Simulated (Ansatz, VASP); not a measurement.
One calculation of Ti, two programs

```xyz
5
Lattice="2.9352 0.0000 0.0000 -1.4676 2.5419 0.0000 0.0000 0.0000 24.2761" Properties=species:S:1:pos:R:3 pbc="T T T"
Ti    0.0000    1.6946    7.6176
Ti    1.4676    0.8473    9.7697
Ti    0.0000    1.6946   12.1380
Ti    1.4676    0.8473   14.5063
Ti    0.0000    1.6946   16.6585
```

Alike in both runs: functional r2SCAN; k mesh 12 × 12 × 1; occupations gaussian, width 0.1 eV; no spin polarisation.

Ansatz relaxed the structure, and its values are those at the end. VASP's run is a single point on that final structure, the one shown.

|  | VASP | Ansatz |
| --- | --- | --- |
| version | VASP 6.6.1 | Ansatz 0.2.0 |
| potentials or method | VASP PAW PBE potentials, release 64 (Ti_sv) | scalar-relativistic, plane waves, PAW |
| plane-wave cutoff (eV) | 520 | 500 |
| valence electrons in the cell | 60 | 60 |

|  | VASP | Ansatz | Ansatz less VASP |
| --- | --- | --- | --- |
| gap on the k mesh at the Fermi level (eV) | none | none | - |
| rms of the force components (eV/Å) | 0.018 | 0.003 | -0.0153 |

A gap of «none» marks a metal or a gap that the smearing closes. Ansatz warned: «xc_potential_rough_in_thin_density».

Caveats: the PAW data sets were made with another functional, which shifts forces and pressure a little (VASP).
